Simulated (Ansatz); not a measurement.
Input and command of a plane-wave DFT calculation in Ansatz:

```yaml
crystal:
  lattice:
    - [0.0, 2.94502, 2.71848]
    - [2.94502, 0.0, 2.71848]
    - [2.94502, 2.94502, 0.0]
  atoms:
    - { symbol: Na, position: [0.0, 0.0, 0.0] }
    - { symbol: Cl, position: [0.5, 0.5, 0.5] }
basis:
  ecutwfc: 420
kpoints:
  mp_grid: { grid: [8, 8, 8] }
hamiltonian:
  xc: pbe
scf:
  occupations: { method: gaussian, width: 0.05 }
output:
  forces: true
  stress: true
  eigenvalues: true
```

```bash
ansatz run input.yaml --threads 1 --pin off --max-ram 2560MiB --backend cpu --events-out ev --progress --plain --runs-dir out
```

Processor: Arm Neoverse V2, 1 thread, on a host shared with other jobs.

Q: How long does it run, and how much memory does it take?

A: About 1.8 s on 1 thread of Arm Neoverse V2, on a shared host, peak memory 0.3 GiB. It solves 12 bands at 59 k points (the mesh reduced by symmetry) with about 917 plane waves, in 7 SCF iterations.
